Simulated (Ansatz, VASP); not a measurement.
# SiO2: VASP beside Ansatz

INCAR

```
PREC = Accurate ; ENCUT = 520
EDIFF = 1E-6 ; ISMEAR = -1
SIGMA = 0.05 ; LREAL = False
LASPH = True ; NELM = 100
ALGO = Normal ; ISIF = 2
LWAVE = False ; LCHARG = True
GGA = PS ; LELF = True
LVHAR = True ; NBANDS = 25
```

File KPOINTS:

```
regular mesh
0
Gamma
  8 8 8
```

The input POSCAR:

```
SiO2
1.0
   -2.5258771206      2.5258771206      3.7273692731
    2.5258771206     -2.5258771206      3.7273692731
    2.5258771206      2.5258771206     -3.7273692731
Si O
2 4
Direct
    0.7500000000      0.2500000000      0.5000000000
    0.0000000000      0.0000000000      0.0000000000
    0.8750000000      0.0282138700      0.6532138700
    0.7782138700      0.1250000000      0.1532138700
    0.9717861300      0.6250000000      0.8467861300
    0.3750000000      0.2217861300      0.3467861300
```

File input.yaml:

```yaml
crystal:
  lattice:
    - [-2.5258771206, 2.5258771206, 3.7273692731]
    - [2.5258771206, -2.5258771206, 3.7273692731]
    - [2.5258771206, 2.5258771206, -3.7273692731]
  atoms:
    - { symbol: Si, position: [0.75, 0.25, 0.5] }
    - { symbol: Si, position: [0.0, 0.0, 0.0] }
    - { symbol: O, position: [0.875, 0.02821387, 0.65321387] }
    - { symbol: O, position: [0.77821387, 0.125, 0.15321387] }
    - { symbol: O, position: [0.97178613, 0.625, 0.84678613] }
    - { symbol: O, position: [0.375, 0.22178613, 0.34678613] }
kpoints:
  mp_grid: { grid: [8, 8, 8] }
scf:
  occupations: { method: fermi_dirac, width: 0.05 }
hamiltonian:
  xc: pbesol
  pseudopotentials: { kind: all_electron, lapw: { basis_error: 0.001 } }
output:
  forces: true
  stress: true
  eigenvalues: true
```

Change from the starting cell: volume scaled by 1.06.

Alike in both runs: task single point; functional PBEsol; k mesh 8 × 8 × 8; occupations fermi-dirac, width 0.05 eV; no spin polarisation.

|  | VASP | Ansatz |
| --- | --- | --- |
| version | VASP 6.6.1 | Ansatz 0.2.0 |
| potentials or method | VASP PAW PBE potentials, release 64 (Si, O) | all-electron LAPW, scalar-relativistic |
| plane-wave cutoff (eV) | 520 | see its input |

Ansatz gave:

| Quantity | Value |
| --- | --- |
| gap on the k mesh at the Fermi level (eV) | 5.55 |
| least direct gap on the mesh (eV) | 5.55 |
| pressure (GPa) | -6.5 |
| rms of the force components (eV/Å) | 0.210 |

Estimate VASP's values.

gap on the k mesh at the Fermi level (eV): 5.54; least direct gap on the mesh (eV): 5.54; pressure (GPa): -6.1; rms of the force components (eV/Å): 0.200.

Atom by atom the forces differ by 0.009 eV/Å (rms over components). Ansatz ran all-electron here, so the differences hold the error of VASP's frozen core and of both bases.

Caveats: the PAW data sets were made with another functional, which shifts forces and pressure a little (VASP). A k mesh can miss the band edges.
